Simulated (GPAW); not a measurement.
Crystal: Zn.

```xyz
1
Lattice="0.0000 1.9648 1.9648 1.9648 0.0000 1.9648 1.9648 1.9648 0.0000" Properties=species:S:1:pos:R:3 pbc="T T T"
Zn    0.0000    0.0000    0.0000
```

This isn't the form of Zn at room conditions, which is hcp.

```yaml
Program: GPAW 26.7.0
Task: relaxation of cell and atoms
Functional: PBEsol
Dispersion: D3(BJ)
Potentials_or_basis: PAW data sets generated in the run's folder for this functional
Cutoff: 600 eV
Basis: pw
k_mesh: 12 × 12 × 12
Occupations: fermi-dirac, width 0.05 eV
Spin: no spin polarisation
```

At the start: pressure -9.3 GPa; volume 15.17 Å³/atom.

Question: Where does the relaxation end?

Answer: Over 5 steps the energy falls by 59.1 meV/atom and the volume is 13.39 Å³/atom (-11.7 %); space group Fm-3m (No. 225, to 0.05 Å).

The path:
| step | energy change (eV) | largest force (eV/Å) | pressure (GPa) | volume (Å³) |
| --- | --- | --- | --- | --- |
| 1 | 0.0000 | 0.0000 | -9.27 | 15.17 |
| 2 | -0.0290 | 0.0000 | -7.15 | 14.61 |
| 3 | -0.0571 | 0.0000 | 2.41 | 13.10 |
| 4 | -0.0591 | 0.0000 | -0.38 | 13.44 |
| 5 | -0.0591 | 0.0000 | -0.02 | 13.39 |

Final structure:
```
Zn
1.0
     0.00000    1.88483    1.88483
     1.88483    0.00000    1.88483
     1.88483    1.88483    0.00000
Zn
1
Direct
  0.00000 0.00000 0.00000
```

Caveat: later steps reuse the first step's grids; pairwise dispersion overbinds metals, which lowers pressure and volume.
